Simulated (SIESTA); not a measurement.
N in SIESTA: convergence with basis size

Input of the first run (basis size SZ); the others differ in this setting and in those tied to it:

File N.fdf:

```
SystemName                      N
SystemLabel                     N
NumberOfSpecies                 1
NumberOfAtoms                   2
%block ChemicalSpeciesLabel
  1   7 N
%endblock ChemicalSpeciesLabel

LatticeConstant                 1.0 Ang
%block LatticeVectors
     2.5194737886     0.0000000000     0.0000000000
    -1.2597368943     2.1819283051     0.0000000000
     0.0000000000     0.0000000000     2.4460020000
%endblock LatticeVectors
AtomicCoordinatesFormat         Fractional
%block AtomicCoordinatesAndAtomicSpecies
     0.3289840000     0.6602320000     0.7360610000  1  N
     0.6716180000     0.3329040000     0.2585870000  1  N
%endblock AtomicCoordinatesAndAtomicSpecies

%block kgrid.MonkhorstPack
    9   0   0  0.0
    0   9   0  0.0
    0   0   8  0.0
%endblock kgrid.MonkhorstPack
XC.Functional                   GGA
XC.Authors                      PBE
PAO.BasisSize                   SZ
PAO.EnergyShift                 0.002 Ry
Mesh.Cutoff                     800 Ry
OccupationFunction              FD
ElectronicTemperature           0.05 eV
MaxSCFIterations                120
SCF.MustConverge                false
SCF.Mixer.Method                Pulay
SCF.Mixer.Weight                0.25
SCF.Mixer.History               8
SCF.DM.Tolerance                5.0e-05
SCF.H.Tolerance                 1.0e-03 eV
WriteForces                     true
Charge.Mulliken                 end
```

Potentials or basis: PseudoDojo 0.4 standard (PBE files), SZ (energy shift 0.002 Ry).

The run is started by

```console
$ siesta < N.fdf > N.out 2>&1
```

The cell isn't the ideal one: atoms moved at random, drawn with an rms of 0.05 Å.

The real solid is made of molecules; this cell is a model form.

Hardware: 1 thread of Arm Neoverse V2, on a shared host.

| basis size | energy less the tightest run, at zero smearing (meV/atom) | pressure (GPa) | largest force (eV/Å) | SCF cycles | CPU time (s) | peak memory (GiB) |
| --- | --- | --- | --- | --- | --- | --- |
| SZ | 522.89 | 43.63 | 1.559 | 7 | 4.7 | 0.16 |
| SZP | 207.58 | 18.08 | 1.774 | 8 | 21 | 0.2 |
| DZ | 200.37 | 26.23 | 1.697 | 7 | 7.2 | 0.17 |
| DZP | 7.22 | 13.09 | 1.966 | 6 | 22 | 0.21 |
| DZDP | 41.85 | 13.14 | 1.957 | 6 | 38 | 0.24 |
| TZP | -19.36 | 11.36 | 1.968 | 7 | 32 | 0.23 |
| TZDP | 7.01 | 12.50 | 1.956 | 6 | 50 | 0.26 |
| TZTP | 0.00 | 12.43 | 1.965 | 6 | 82 | 0.3 |

Against the tightest run, the pressure stays within 0.1 GPa from TZDP on. Not settled before the last step: the energy (to 1 meV/atom), the largest force (to 0.005 eV/Å). The tightest run that finished is the yardstick and may itself not be fully converged.

Caveat, for the tightest run too: the basis of atomic orbitals isn't converged, which shifts pressures, moduli and gaps.
